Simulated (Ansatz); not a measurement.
## Mechanical response of ZrN (Fm-3m)

```xyz
2
Lattice="0.0000 2.2624 2.2624 2.2624 0.0000 2.2624 2.2624 2.2624 0.0000" Properties=species:S:1:pos:R:3 pbc="T T T"
Zr    2.2624    2.2624    2.2624
N     0.0000    0.0000    0.0000
```

Conventional cell: a = 4.525 Å, b = 4.525 Å, c = 4.525 Å, α = 90.00°, β = 90.00°, γ = 90.00°. Zr (atom 1) is surrounded by 6 N at 2.26 Å. N (atom 2) has 6 Zr at 2.26 Å as nearest neighbours.

Computed, not measured; unless marked otherwise by LDA, all-electron LAPW in Ansatz 0.2.0, scalar-relativistic. k mesh 16×16×16, Fermi-Dirac smearing of 0.100 eV, basis error target 1 meV/atom. The cell was relaxed by PAW under this functional, which moved its volume by -5 % from the database entry's.

The cell is cubic and carries a residual pressure of 0.07 GPa at this level. Each strain component that symmetry leaves independent is applied at ±0.005 and ±0.01, the ions relax wherever a strain frees them, and the stress (tension positive, GPa) is read. Shears are engineering strains, γ = 2ε.

| strain | size | σxx | σyy | σzz | σyz | σxz | σxy |
| --- | --- | --- | --- | --- | --- | --- | --- |
| xx | -0.01 | -6.6387 | -1.2515 | -1.2515 | 0.0000 | 0.0000 | 0.0000 |
| xx | -0.005 | -3.2627 | -0.6538 | -0.6538 | 0.0000 | 0.0000 | 0.0000 |
| xx | +0.005 | 2.9429 | 0.4950 | 0.4950 | 0.0000 | 0.0000 | 0.0000 |
| xx | +0.01 | 5.7884 | 1.0467 | 1.0467 | 0.0000 | 0.0000 | 0.0000 |
| yz | -0.01 | -0.0654 | -0.0834 | -0.0834 | -1.3020 | 0.0000 | 0.0000 |
| yz | -0.005 | -0.0701 | -0.0746 | -0.0746 | -0.6508 | 0.0000 | 0.0000 |
| yz | +0.005 | -0.0701 | -0.0746 | -0.0746 | 0.6508 | 0.0000 | 0.0000 |
| yz | +0.01 | -0.0654 | -0.0834 | -0.0834 | 1.3020 | 0.0000 | 0.0000 |

The slope is [8(σ(+δ) − σ(−δ)) − (σ(+2δ) − σ(−2δ))]/(12δ), and the program imposes the crystal's symmetry on the matrix.

(1) What are the independent elastic constants?

(2) Do they meet the Born conditions?

(3) What moduli does a random aggregate of grains have?

(4) With the density of 7.545 g/cm³, how fast does sound travel, and what Debye temperature follows?

(5) How far do the constants move if PAW replaces LAPW in the same cell?

Answers

(1) C11 = 620.3, C12 = 114.9, C44 = 130.1 GPa.

(2) C11 − C12 = 505.4, C11 + 2C12 = 850.0 and C44 = 130.1 GPa must all be positive, so the crystal is elastically stable; that says nothing yet of its phonons.

(3) B = (C11 + 2C12)/3 = 283.3 GPa. G_V = (C11 − C12 + 3C44)/5 = 179.2 and G_R = 5(C11 − C12)C44/(4C44 + 3(C11 − C12)) = 161.5, so G_H = 170.3 GPa. Then E = 9BG/(3B + G) = 425.7 GPa, ν = (3B − 2G)/(6B + 2G) = 0.250 and B/G = 1.66, on the brittle side of Pugh's 1.75 (a rule of thumb).

(4) 

```
direction  slow (m/s)  middle (m/s)  fast (m/s)
    [100]        4153          4153        9067
    [110]        4153          5787        8122
    [111]        5299          5299        7782
```

The mean of v⁻³ over directions and branches gives v_m = 5219 m/s and θ_D = (ħ/k_B) v_m (6π²n)^(1/3) = 687 K, n being atoms per volume. Young's modulus spans 339 to 584 GPa over directions, and the universal anisotropy index is 0.55.

(5) 

```csv
constant,LAPW (GPa),PAW (GPa),difference
C11,620.3,620.2,-0.1
C12,114.9,114.9,0.0
C44,130.1,129.9,-0.2
```

Keep in mind: responses of metals move with mesh and smearing; the frozen-core PAW files of the compared runs were fitted under PBE, their cores solved anew for this functional.
